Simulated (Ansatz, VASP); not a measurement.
**TiH4: VASP beside Ansatz**

```
Ti H
1.0
    -2.12518    2.12518    2.12518
     2.12518   -2.12518    2.12518
     2.12518    2.12518   -2.12518
Ti H
1 4
Direct
  0.00000 0.00000 0.00000
  0.50000 0.50000 0.50000
  0.00000 0.00000 0.50000
  0.00000 0.50000 0.00000
  0.50000 0.00000 0.00000
```

Alike in both runs: task relaxation of cell and atoms; functional PBE; k mesh 12 × 12 × 12; occupations gaussian, width 0.1 eV; no spin polarisation.

```csv
,VASP,Ansatz
version,VASP 6.6.1,Ansatz 0.2.0
potentials or method,"VASP PAW PBE potentials, release 64 (Ti_sv, H)","scalar-relativistic, plane waves, PAW"
plane-wave cutoff (eV),600,420
valence electrons in the cell,16,16
```

|  | VASP | Ansatz | Ansatz less VASP |
| --- | --- | --- | --- |
| gap on the k mesh at the Fermi level, each at its own relaxed structure (eV) | none | none | - |
| relaxed volume (Å³/atom) | 7.75 | 7.75 | +0.002 |
| relaxed cell length with the largest relative difference (Å) | 3.693 | 3.693 | +0.0004 |

A gap of «none» marks a metal or a gap that the smearing closes.
